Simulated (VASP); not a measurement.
HfO2:

```
CELL_PARAMETERS angstrom
0.00000 2.55750 2.55750
2.55750 0.00000 2.55750
2.55750 2.55750 0.00000
ATOMIC_POSITIONS crystal
Hf 0.00000 0.00000 0.00000
O 0.25000 0.25000 0.25000
O 0.75000 0.75000 0.75000
```

Measurements of this composition are mostly on another form, of space group No. 14.

| Property | Result |
| --- | --- |
| Program | VASP 6.6.1 |
| Task | relaxation of cell and atoms |
| Functional | PBEsol |
| Potentials or basis | VASP PAW PBE potentials, release 64 (Hf_pv, O) |
| Cutoff | 600 eV |
| k mesh | 10 × 10 × 10 |
| Occupations | gaussian, width 0.03 eV |
| Spin | no spin polarisation |

At the start: pressure -13.7 GPa; volume 11.15 Å³/atom.

Q: Where does the relaxation end?

A: Over 4 steps the energy falls by 28.0 meV/atom and the volume is 10.53 Å³/atom (-5.5 %); space group Fm-3m (No. 225, to 0.05 Å).

Step by step:
```tsv
step	energy change (eV)	largest force (eV/Å)	pressure (GPa)	volume (Å³)
1	0.0000	0.0000	-13.75	33.46
2	0.1212	0.0000	27.64	29.03
3	-0.0839	0.0000	-0.33	31.64
4	-0.0839	0.0000	-0.05	31.60
```

Final structure:
```
Hf O
1.0
     0.00000    2.50937    2.50937
     2.50937    0.00000    2.50937
     2.50937    2.50937    0.00000
Hf O
1 2
Direct
  0.00000 0.00000 0.00000
  0.25000 0.25000 0.25000
  0.75000 0.75000 0.75000
```

Caveat: the PAW data sets were made with another functional, which shifts forces and pressure a little.
